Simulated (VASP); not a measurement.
**Vibrations of GaP at several levels of theory**

How much do the zone-centre frequencies of GaP depend on the functional? The starting structure is a measured crystal structure from the Crystallography Open Database.

Program: VASP 6.6.1. Level of theory: Kohn-Sham DFT with plane waves and PAW; LDA, PBEsol, PBE, PBEsol + D3(BJ), r2SCAN, r2SCAN + rVV10 and HSE06. Results are calculated unless marked as measured.

## Step 1: The structure

It takes space group F-43m (No. 216, cubic). Conventional cell: a = 5.451 Å, b = 5.451 Å, c = 5.451 Å, α = 90.00°, β = 90.00°, γ = 90.00°. Nearest to Ga lie 4 P at 2.36 Å. Nearest to P lie 4 Ga at 2.36 Å. Farther neighbours are not listed.

## Step 2: Modes with LDA

LDA, the lowest rung, knows the local density alone. The cell comes from a relaxation at this level, not shown (39.20 Å³).

The input, INCAR:

```
SYSTEM = GaP
PREC = Accurate
ENCUT = 450
EDIFF = 1E-08
NELM = 100
ISMEAR = 0
SIGMA = 0.03
LREAL = .FALSE.
ALGO = Normal
GGA = CA
LORBIT = 11
LWAVE = .FALSE.
LCHARG = .FALSE.
KPAR = 2
IBRION = 8
LEPSILON = .TRUE.
ISIF = 2
```

The input, POSCAR:

```
GaP
1.0
    0.0000000000      2.6962074752      2.6962074752
    2.6962074752      0.0000000000      2.6962074752
    2.6962074752      2.6962074752      0.0000000000
Ga P
1 1
Direct
    0.0000000000      0.0000000000      0.0000000000
    0.7500000000      0.7500000000      0.7500000000
```

The input, KPOINTS:

```
Automatic mesh
0
Gamma
8 8 8
0 0 0
```

Potentials, in the order of the species: Ga_d and P (LDA family, release 64).

Launch:

```console
> mpirun -np 2 vasp_std
```

The program printed:

```text
[banner, memory and clock lines left out]
running    2 mpi-ranks, on    1 nodes
 distrk:  each k-point on    1 cores,    2 groups
 distr:  one band on    1 cores,    1 groups

 POSCAR found type information on POSCAR GaP
 POSCAR found :  2 types and       2 ions
 LDA part: xc-table for (Slater(with rela. corr.)+CA(PZ))
 , standard interpolation
 POSCAR, INCAR and KPOINTS ok, starting setup
 FFT: planning ... GRIDC
 FFT: planning ... GRID_SOFT
 FFT: planning ... GRID
 WAVECAR not read
 entering main loop
       N       E                     dE             d eps       ncg     rms          rms(c)
DAV:   1     0.727432737509E+02    0.72743E+02   -0.88020E+03   770   0.182E+03
DAV:   2    -0.482161136306E+01   -0.77565E+02   -0.74920E+02   799   0.310E+02
DAV:   3    -0.106790281741E+02   -0.58574E+01   -0.58258E+01   974   0.733E+01
DAV:   4    -0.107825074497E+02   -0.10348E+00   -0.10342E+00   939   0.105E+01
DAV:   5    -0.107843397851E+02   -0.18323E-02   -0.18322E-02   948   0.116E+00    0.448E+00
DAV:   6    -0.105054103028E+02    0.27893E+00   -0.46032E-01  1167   0.130E+01    0.289E+00
DAV:   7    -0.104549848860E+02    0.50425E-01   -0.11066E-01   953   0.257E+00    0.108E+00
DAV:   8    -0.104503206703E+02    0.46642E-02   -0.13118E-02   867   0.154E+00    0.195E-01
DAV:   9    -0.104502911307E+02    0.29540E-04   -0.10810E-03  1132   0.512E-01    0.593E-02
DAV:  10    -0.104502895960E+02    0.15348E-05   -0.52911E-05  1139   0.913E-02    0.214E-02
DAV:  11    -0.104502957670E+02   -0.61710E-05   -0.78410E-06   925   0.481E-02    0.546E-03
DAV:  12    -0.104502955706E+02    0.19641E-06   -0.74797E-07  1049   0.129E-02    0.377E-03
DAV:  13    -0.104502955746E+02   -0.39845E-08   -0.11941E-07   849   0.336E-03    0.577E-04
DAV:  14    -0.104502955732E+02    0.13679E-08   -0.57205E-09   527   0.127E-03
   1 F= -.10450296E+02 E0= -.10450296E+02  d E =-.242047E-17
 Linear response reoptimize wavefunctions to high precision
DAV:   1    -0.104502955734E+02   -0.20555E-09   -0.17358E-09   717   0.455E-04
DAV:   2    -0.104502955734E+02   -0.27285E-11   -0.20617E-10   412   0.145E-04
 Linear response G [H, r] |phi>, progress :
  Direction:   1
       N       E                     dE             d eps       ncg     rms
RMM:   1    -0.409482410887E+02   -0.40948E+02    0.16551E+02   893   0.276E+02
RMM:   2    -0.505723601210E+02   -0.96241E+01   -0.44922E+01  1485   0.445E+01
RMM:   3    -0.513540949349E+02   -0.78173E+00   -0.58908E+00  1515   0.116E+01
RMM:   4    -0.514273257107E+02   -0.73231E-01   -0.43082E-01  1536   0.337E+00
RMM:   5    -0.514348564688E+02   -0.75308E-02   -0.41553E-02  1564   0.990E-01
RMM:   6    -0.514323105556E+02    0.25459E-02    0.90301E-03  1558   0.299E-01
RMM:   7    -0.514332364814E+02   -0.92593E-03    0.18275E-03  1594   0.114E-01
RMM:   8    -0.514334076009E+02   -0.17112E-03    0.49391E-04  1579   0.453E-02
RMM:   9    -0.514333840618E+02    0.23539E-04    0.79055E-04  1596   0.201E-02
RMM:  10    -0.514334491388E+02   -0.65077E-04    0.16429E-04  1558   0.998E-03
RMM:  11    -0.514334705402E+02   -0.21401E-04   -0.57987E-05  1412   0.514E-03
RMM:  12    -0.514334650788E+02    0.54613E-05   -0.26725E-06  1247   0.328E-03
RMM:  13    -0.514334660798E+02   -0.10010E-05   -0.12719E-05  1001   0.236E-03
RMM:  14    -0.514334658603E+02    0.21955E-06   -0.10394E-05   811   0.202E-03
RMM:  15    -0.514334660206E+02   -0.16037E-06   -0.12015E-05   697   0.186E-03
RMM:  16    -0.514334658790E+02    0.14164E-06   -0.10528E-05   649   0.181E-03
RMM:  17    -0.514334659288E+02   -0.49810E-07   -0.11209E-05   630   0.172E-03
RMM:  18    -0.514334659728E+02   -0.44032E-07   -0.12098E-05   604   0.172E-03
 Linear response G [H, r] |phi>, progress :
  Direction:   2
       N       E                     dE             d eps       ncg     rms
RMM:   1    -0.400280135162E+02   -0.40028E+02    0.13774E+02   905   0.275E+02
RMM:   2    -0.511792002175E+02   -0.11151E+02   -0.39239E+01  1477   0.442E+01
RMM:   3    -0.527165218656E+02   -0.15373E+01   -0.60931E+00  1489   0.117E+01
RMM:   4    -0.527967773811E+02   -0.80256E-01   -0.43269E-01  1524   0.339E+00
RMM:   5    -0.528048619410E+02   -0.80846E-02   -0.42296E-02  1550   0.953E-01
RMM:   6    -0.528023323308E+02    0.25296E-02    0.92463E-03  1569   0.286E-01
RMM:   7    -0.528032891097E+02   -0.95678E-03    0.16915E-03  1579   0.104E-01
RMM:   8    -0.528034499411E+02   -0.16083E-03    0.43988E-04  1572   0.411E-02
RMM:   9    -0.528034196238E+02    0.30317E-04    0.79703E-04  1587   0.175E-02
RMM:  10    -0.528034853328E+02   -0.65709E-04    0.15419E-04  1552   0.834E-03
RMM:  11    -0.528035056792E+02   -0.20346E-04   -0.46624E-05  1386   0.409E-03
RMM:  12    -0.528035007084E+02    0.49708E-05    0.37344E-06  1232   0.230E-03
RMM:  13    -0.528035010847E+02   -0.37632E-06    0.10774E-07   985   0.160E-03
RMM:  14    -0.528035015957E+02   -0.51100E-06   -0.49912E-06   791   0.124E-03
RMM:  15    -0.528035014410E+02    0.15472E-06   -0.34084E-06   696   0.117E-03
RMM:  16    -0.528035017117E+02   -0.27069E-06   -0.61555E-06   657   0.100E-03
RMM:  17    -0.528035015316E+02    0.18006E-06   -0.42926E-06   622   0.105E-03
RMM:  18    -0.528035018474E+02   -0.31578E-06   -0.76720E-06   597   0.951E-04
RMM:  19    -0.528035014920E+02    0.35536E-06   -0.29550E-06   551   0.993E-04
 Linear response G [H, r] |phi>, progress :
[...]
RMM:   6    -0.119461559897E+01   -0.32710E-02   -0.55665E-04  4880   0.156E-01    0.257E-02
RMM:   7    -0.119437570929E+01    0.23989E-03   -0.31817E-05  4826   0.577E-02    0.725E-03
RMM:   8    -0.119478115867E+01   -0.40545E-03   -0.95923E-06  5032   0.216E-02    0.100E-03
RMM:   9    -0.119473721204E+01    0.43947E-04   -0.15208E-06  5064   0.819E-03    0.506E-04
RMM:  10    -0.119473032253E+01    0.68895E-05    0.59884E-07  5046   0.301E-03    0.158E-04
RMM:  11    -0.119472912639E+01    0.11961E-05   -0.95300E-08  4997   0.124E-03    0.173E-04
RMM:  12    -0.119472469955E+01    0.44268E-05    0.72487E-08  4469   0.460E-04    0.420E-05
RMM:  13    -0.119472376166E+01    0.93789E-06    0.17237E-08  3332   0.188E-04    0.197E-05
RMM:  14    -0.119472484913E+01   -0.10875E-05    0.23322E-09  1919   0.906E-05    0.130E-05
RMM:  15    -0.119472562991E+01   -0.78078E-06   -0.22172E-09  1505   0.630E-05    0.123E-06
 change of polarisation eV/A/(eV/A) component  2 :     0.765     2.268     0.344
 dielectric tensor                  component  2 :     3.529    11.470     1.588
 Linear response to external field, progress :
  Direction:   3
       N       E                     dE             d eps       ncg     rms          rms(c)
RMM:   1    -0.137859394027E+00   -0.13786E+00    0.51850E+00  2749   0.970E+00
RMM:   2    -0.120355602579E+01   -0.10657E+01   -0.10135E-01  4732   0.212E+00    0.150E+00
RMM:   3    -0.116323983629E+01    0.40316E-01   -0.36454E-02  4734   0.124E+00    0.849E-01
RMM:   4    -0.118641672118E+01   -0.23177E-01   -0.42415E-02  4851   0.125E+00    0.153E-01
RMM:   5    -0.119134430631E+01   -0.49276E-02   -0.29302E-03  4786   0.384E-01    0.396E-02
RMM:   6    -0.119461634296E+01   -0.32720E-02   -0.55652E-04  4879   0.156E-01    0.257E-02
RMM:   7    -0.119437567509E+01    0.24067E-03   -0.31886E-05  4828   0.577E-02    0.726E-03
RMM:   8    -0.119478057492E+01   -0.40490E-03   -0.96001E-06  5032   0.216E-02    0.100E-03
RMM:   9    -0.119473640111E+01    0.44174E-04   -0.15188E-06  5064   0.819E-03    0.506E-04
RMM:  10    -0.119472891711E+01    0.74840E-05    0.59883E-07  5048   0.301E-03    0.158E-04
RMM:  11    -0.119472938922E+01   -0.47211E-06   -0.96933E-08  4996   0.124E-03    0.173E-04
RMM:  12    -0.119472424806E+01    0.51412E-05    0.74268E-08  4466   0.460E-04    0.421E-05
RMM:  13    -0.119472487793E+01   -0.62986E-06    0.15692E-08  3322   0.189E-04    0.197E-05
RMM:  14    -0.119472373414E+01    0.11438E-05    0.25994E-09  1934   0.924E-05    0.134E-05
RMM:  15    -0.119472385014E+01   -0.11600E-06   -0.55490E-09  1533   0.633E-05    0.139E-06
 change of polarisation eV/A/(eV/A) component  3 :     0.612     0.538     2.268
 dielectric tensor                  component  3 :     2.824     2.484    11.470
 Linear response DOF=           2
 Linear response progress:
  Degree of freedom:   1/  2
       N       E                     dE             d eps       ncg     rms          rms(c)
RMM:   1    -0.167149496054E+00   -0.16715E+00    0.11630E-01  3208   0.996E+00
RMM:   2    -0.165257898029E+00    0.18916E-02   -0.31827E-02  4568   0.167E+00    0.562E-02
RMM:   3    -0.165518488364E+00   -0.26059E-03   -0.41837E-03  4800   0.449E-01    0.422E-02
RMM:   4    -0.165277577309E+00    0.24091E-03   -0.80582E-04  4980   0.169E-01    0.104E-02
RMM:   5    -0.165327392451E+00   -0.49815E-04   -0.26498E-04  5016   0.459E-02    0.544E-03
RMM:   6    -0.165314100023E+00    0.13292E-04   -0.69580E-05  4961   0.175E-02    0.554E-04
RMM:   7    -0.165310830608E+00    0.32694E-05   -0.45884E-05  4996   0.722E-03    0.461E-04
RMM:   8    -0.165307156292E+00    0.36743E-05   -0.33835E-05  4980   0.317E-03    0.775E-05
RMM:   9    -0.165305806573E+00    0.13497E-05   -0.14520E-05  5032   0.140E-03    0.454E-05
RMM:  10    -0.165304821358E+00    0.98522E-06   -0.68293E-06  5120   0.643E-04    0.331E-05
RMM:  11    -0.165304397038E+00    0.42432E-06   -0.41850E-06  5025   0.292E-04    0.136E-05
RMM:  12    -0.165304131978E+00    0.26506E-06   -0.28521E-06  4900   0.144E-04    0.254E-06
RMM:  13    -0.165304072929E+00    0.59049E-07   -0.19540E-06  5209   0.699E-05    0.159E-06
RMM:  14    -0.165304005364E+00    0.67565E-07   -0.14537E-06  4842   0.332E-05    0.275E-07
RMM:  15    -0.165303967527E+00    0.37837E-07   -0.10867E-06  4247   0.168E-05    0.407E-07
RMM:  16    -0.165303931367E+00    0.36160E-07   -0.80286E-07  3476   0.886E-06    0.158E-07
RMM:  17    -0.165303867365E+00    0.64002E-07   -0.16427E-07  3304   0.524E-06    0.504E-08
 first order change of Fermi-energy   0.10935E-02
 force on displaced ion       1 direction 1 : -10.497  -0.000  -0.000
 Born effective charge ion    1 direction 1 :   2.049   0.000   0.000
 Linear response progress:
  Degree of freedom:   2/  2
       N       E                     dE             d eps       ncg     rms          rms(c)
RMM:   1    -0.507518343755E-01   -0.50752E-01    0.58542E-03  5434   0.210E+00
RMM:   2    -0.473614928158E-01    0.33903E-02   -0.71073E-03  4348   0.634E-01    0.123E-01
RMM:   3    -0.473872443546E-01   -0.25752E-04   -0.57965E-04  4806   0.197E-01    0.597E-02
RMM:   4    -0.476591147012E-01   -0.27187E-03   -0.13096E-04  4693   0.811E-02    0.115E-02
RMM:   5    -0.476685051375E-01   -0.93904E-05   -0.13855E-05  5022   0.279E-02    0.719E-03
RMM:   6    -0.476476269626E-01    0.20878E-04    0.21109E-07  4743   0.107E-02    0.351E-03
RMM:   7    -0.476512663768E-01   -0.36394E-05    0.63133E-07  4943   0.390E-03    0.214E-03
RMM:   8    -0.476493224182E-01    0.19440E-05    0.63145E-07  4829   0.146E-03    0.668E-05
RMM:   9    -0.476489492025E-01    0.37322E-06    0.30735E-08  4895   0.449E-04    0.114E-04
RMM:  10    -0.476486613431E-01    0.28786E-06    0.21477E-08  4759   0.153E-04    0.130E-05
RMM:  11    -0.476487736820E-01   -0.11234E-06    0.73459E-09  4844   0.586E-05    0.567E-06
RMM:  12    -0.476487288671E-01    0.44815E-07    0.61285E-09  4957   0.239E-05    0.120E-06
RMM:  13    -0.476487694144E-01   -0.40547E-07    0.21029E-09  4642   0.951E-06    0.128E-06
RMM:  14    -0.476487395277E-01    0.29887E-07    0.82276E-10  3180   0.370E-06    0.405E-07
RMM:  15    -0.476487268469E-01    0.12681E-07   -0.18502E-09  2126   0.202E-06    0.700E-08
 first order change of Fermi-energy  -0.93217E-03
 force on displaced ion       2 direction 1 : -10.486   0.000   0.000
 Born effective charge ion    2 direction 1 :  -2.189   0.000   0.000
 Born effective charges drift removed
 Linear response finished
```

The job ended after 2 min (2 MPI ranks of Intel Xeon 6975P-C (Granite Rapids), shared host; peak memory 0.45 GiB).

Lines that name or quote the potential files are left out of all logs, and their timing lines are given in words.

From OUTCAR (step 2):

```text
ion  position               nearest neighbor table
   1  0.000  0.000  0.000-   2 2.33   2 2.33   2 2.33   2 2.33
   2  0.750  0.750  0.750-   1 2.33   1 2.33   1 2.33   1 2.33

  LATTYP: Found a face centered cubic cell.
 ALAT       =     5.3924149504

 Subroutine GETGRP returns: Found 24 space group operations
 (whereof 24 operations were pure point group operations)

The static configuration has the point symmetry T_d .

 Found     29 irreducible k-points:

   k-points           NKPTS =     29   k-points in BZ     NKDIM =     29   number of bands    NBANDS=     13

   dimension x,y,z NGX =    28 NGY =   28 NGZ =   28
   dimension x,y,z NGXF=    56 NGYF=   56 NGZF=   56

   ENCUT  =  450.0 eV  33.07 Ry    5.75 a.u.   6.60  6.60  6.60*2*pi/ulx,y,z

   NELECT =      18.0000    total number of electrons

 k-points in reciprocal lattice and weights: Automatic mesh
   0.00000000  0.00000000  0.00000000       0.002
   0.12500000  0.00000000  0.00000000       0.016
   0.25000000  0.00000000  0.00000000       0.016
   0.37500000  0.00000000  0.00000000       0.016
   0.50000000  0.00000000  0.00000000       0.008
   0.12500000  0.12500000  0.00000000       0.012
   0.25000000  0.12500000  0.00000000       0.047
   0.37500000  0.12500000  0.00000000       0.047
   0.50000000  0.12500000  0.00000000       0.047
[...]
-0.37500000  0.50000000  0.12500000       0.023
  -0.25000000  0.50000000  0.25000000       0.012

 average (electrostatic) potential at core
       1 -66.2679       2 -84.3133

  Total       -0.0057455     -0.0057455     -0.0057455     -0.0000000      0.0000000     -0.0000000
  in kB       -0.2348285     -0.2348285     -0.2348285     -0.0000000      0.0000000     -0.0000000
  external PRESSURE =      -0.2348285 kB  Pullay stress =       0.0000000 kB

  energy-cutoff  :      450.00
  volume of cell :       39.20
      direct lattice vectors                 reciprocal lattice vectors
     0.000000000  2.696207475  2.696207475    -0.185445669  0.185445669  0.185445669
     2.696207475  0.000000000  2.696207475     0.185445669 -0.185445669  0.185445669
     2.696207475  2.696207475  0.000000000     0.185445669  0.185445669 -0.185445669

 POSITION                                       TOTAL-FORCE (eV/Angst)
 -----------------------------------------------------------------------------------
      0.00000      0.00000      0.00000         0.000000      0.000000      0.000000
      4.04431      4.04431      4.04431        -0.000000     -0.000000     -0.000000
 -----------------------------------------------------------------------------------
    total drift:                               -0.000000     -0.000000     -0.000000

 MACROSCOPIC STATIC DIELECTRIC TENSOR (including local field effects in DFT)
 ------------------------------------------------------
          11.469652    -0.000000    -0.000000
           0.000000    11.469652     0.000000
          -0.000000    -0.000000    11.469652
 ------------------------------------------------------

 PIEZOELECTRIC TENSOR (including local field effects)  for field in x, y, z        (C/m^2)
          XX          YY          ZZ          XY          YZ          ZX
  --------------------------------------------------------------------------------
  x     0.00000    -0.00000     0.00000     0.00000     0.79163     0.00000
  y    -0.00000     0.00000     0.00000     0.00000     0.00000     0.79163
  z    -0.00000     0.00000     0.00000     0.79163     0.00000     0.00000

 BORN EFFECTIVE CHARGES (including local field effects) (in |e|, cummulative output)
 ---------------------------------------------------------------------------------
 ion    1
    1     2.12202     0.00000     0.00000
    2     0.00000     2.12202     0.00000
    3     0.00000     0.00000     2.12202
 ion    2
    1    -2.12202    -0.00000    -0.00000
    2    -0.00000    -2.12202    -0.00000
    3    -0.00000    -0.00000    -2.12202

 Eigenvectors and eigenvalues of the dynamical matrix
 ----------------------------------------------------

   1 f  =   10.933405 THz    68.696610 2PiTHz  364.699138 cm-1    45.216910 meV
             X         Y         Z           dx          dy          dz
      0.000000  0.000000  0.000000     0.000000    0.000000   -0.554816
      4.044311  4.044311  4.044311     0.000000    0.000000    0.831973

   2 f  =   10.933405 THz    68.696610 2PiTHz  364.699138 cm-1    45.216910 meV
             X         Y         Z           dx          dy          dz
      0.000000  0.000000  0.000000     0.000000    0.554816   -0.000000
      4.044311  4.044311  4.044311    -0.000000   -0.831973    0.000000

   3 f  =   10.933405 THz    68.696610 2PiTHz  364.699138 cm-1    45.216910 meV
             X         Y         Z           dx          dy          dz
      0.000000  0.000000  0.000000    -0.554816    0.000000   -0.000000
      4.044311  4.044311  4.044311     0.831973   -0.000000   -0.000000

   4 f/i=    0.002656 THz     0.016690 2PiTHz    0.088605 cm-1     0.010986 meV
             X         Y         Z           dx          dy          dz
      0.000000  0.000000  0.000000     0.730944   -0.379782   -0.116905
      4.044311  4.044311  4.044311     0.487442   -0.253264   -0.077960

   5 f/i=    0.002656 THz     0.016690 2PiTHz    0.088605 cm-1     0.010986 meV
             X         Y         Z           dx          dy          dz
      0.000000  0.000000  0.000000    -0.000000   -0.244765    0.795154
      4.044311  4.044311  4.044311     0.000000   -0.163225    0.530262

   6 f/i=    0.002656 THz     0.016690 2PiTHz    0.088605 cm-1     0.010986 meV
             X         Y         Z           dx          dy          dz
      0.000000  0.000000  0.000000     0.397368    0.698595    0.215042
      4.044311  4.044311  4.044311     0.264992    0.465870    0.143404

 MACROSCOPIC STATIC DIELECTRIC TENSOR IONIC CONTRIBUTION
 ------------------------------------------------------
           1.981173     0.000000     0.000000
           0.000000     1.981173     0.000000
           0.000000     0.000000     1.981173
 ------------------------------------------------------

 ELASTIC MODULI CONTR FROM IONIC RELAXATION (kBar)
 Direction    XX          YY          ZZ          XY          YZ          ZX
 --------------------------------------------------------------------------------
 XX          -0.0000     -0.0000     -0.0000     -0.0000      0.0000     -0.0000
 YY          -0.0000     -0.0000     -0.0000     -0.0000     -0.0000      0.0000
 ZZ          -0.0000     -0.0000     -0.0000      0.0000     -0.0000     -0.0000
 XY          -0.0000     -0.0000      0.0000   -230.2768      0.0000      0.0000
 YZ           0.0000     -0.0000     -0.0000      0.0000   -230.2768      0.0000
 ZX          -0.0000      0.0000     -0.0000      0.0000      0.0000   -230.2768
 --------------------------------------------------------------------------------

 PIEZOELECTRIC TENSOR IONIC CONTR  for field in x, y, z        (C/m^2)
          XX          YY          ZZ          XY          YZ          ZX
  --------------------------------------------------------------------------------
  x    -0.00000    -0.00000    -0.00000    -0.00000    -0.63556    -0.00000
  y    -0.00000    -0.00000    -0.00000    -0.00000    -0.00000    -0.63556
  z    -0.00000    -0.00000    -0.00000    -0.63556    -0.00000    -0.00000
```

Energies printed during the response cycles are not total energies of the cell.

LDA: the zone-centre mode is T2 364.7 cm⁻¹.

(Part 1 of 3 ends here.)

[Lines on the potential files, build, host, timing and source positions are cut from VASP's logs without a mark.]

[Logs are printed without paths, hosts, clocks, repeated set-up lines and the standing remarks that a program may print on its own settings, such as how far it seeks lower states.]

[Hosts, paths, dates, database ids (printed as entryN), source tags and the programs' standing remarks are cut or masked in the printed files.]
